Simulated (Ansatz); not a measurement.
# A series in volume scale on P

Results calculated with Ansatz 0.2.0, not measured. Plane-wave DFT, scalar-relativistic PAW made under PBE with cores redone for the functional, no dispersion; the given relaxed cell is scaled uniformly, energy at zero smearing counts from the unscaled cell, pressure at the given Fermi-Dirac smearing is positive in compression.

The cell before it is scaled or strained (space group P6_3/mmc, No. 194):
```
P
1.0
      3.2852     0.0000     0.0000
     -1.6426     2.8450     0.0000
      0.0000     0.0000     3.2293
P
2
Direct
  0.33333 0.66667 0.25000
  0.66667 0.33333 0.75000
```

Settings of every row: spin polarised no; functional PBE; wave cutoff 420 eV; smearing width 0.1 eV; k mesh 18x18x16.

Atom starting moment: 0 on all atoms.

Limits: the cell comes from a prototype or a list of computed structures and needn't be the stable phase.

| row | volume scale | V (Å³/atom) | energy change per atom (meV) | pressure (GPa) |
| --- | --- | --- | --- | --- |
| 1 | 0.88 | 13.28 | 79.54 | 15.34 |
| 2 | 0.92 | 13.884 | 33.91 | 9.3 |
| 3 | 0.96 | 14.488 | ? | ? |
| 4 | 1.04 | 15.695 | 5.1 | -2.96 |
| 5 | 1.08 | 16.298 | 21.73 | -5.75 |
| 6 | 1.12 | 16.902 | 48 | -8.06 |

Question: what energy change per atom and pressure should row 3 give?

Worked fit of energy change per atom. Take u = (V_r/V)^(2/3) − 1 with V_r = 15.695 Å³ an atom, which is twice the finite (Eulerian) strain; such expansions in the strain, on which the Birch-Murnaghan equation of state is built, carry the rest volume and the bulk modulus. The shown rows have u = 0.11783, 0.08517, 0, -0.02482, -0.04819. Least squares give energy change per atom = 5.219 − 444.29 × u + 9135.03 × u² meV; a straight line predicts inner rows, each left out in turn, worse (root mean square 26 against 0.37 meV). The rows lie off it by -0.16, 0.27, -0.12, -0.14, 0.16 (root mean square 0.18 meV). The withheld row has u = 0.0548, so the fit gives 5.219 − 444.29 × (0.0548) + 9135.03 × (0.0548)² = 8.30 meV.

The calculation gave 8.64 meV. The fit lies 0.34 meV (3.9 % of the value, 0.46 % of the column's range) below it; its largest miss of a shown row is 0.27 meV.

Worked fit of pressure. Take u = (V_r/V)^(2/3) − 1 with V_r = 15.695 Å³ an atom, which is twice the finite (Eulerian) strain; such expansions in the strain, on which the Birch-Murnaghan equation of state is built, carry the rest volume and the bulk modulus. The shown rows have u = 0.11783, 0.08517, 0, -0.02482, -0.04819. Least squares give pressure = −3.003 + 119.082 × u + 307.55 × u² GPa; a straight line predicts inner rows, each left out in turn, worse (root mean square 0.88 against 0.1 GPa). The rows lie off it by 0.04, -0.07, 0.04, 0.02, -0.03 (root mean square 0.043 GPa). The pressure vanishes at u = 0.0238, or V = 15.15 Å³ an atom, and there the bulk modulus at fixed shape and fractions is B = −V dP/dV = (2/3)(1 + u) dP/du = 91.2 GPa. Letting shape and atoms relax would as a rule lower it, by much in layered, chain or molecular crystals. The withheld row has u = 0.0548, so the fit gives −3.003 + 119.082 × (0.0548) + 307.55 × (0.0548)² = 4.45 GPa.

The calculation gave 4.41 GPa. The fit lies 0.04 GPa (0.17 % of the column's range) above it; its largest miss of a shown row is 0.07 GPa.
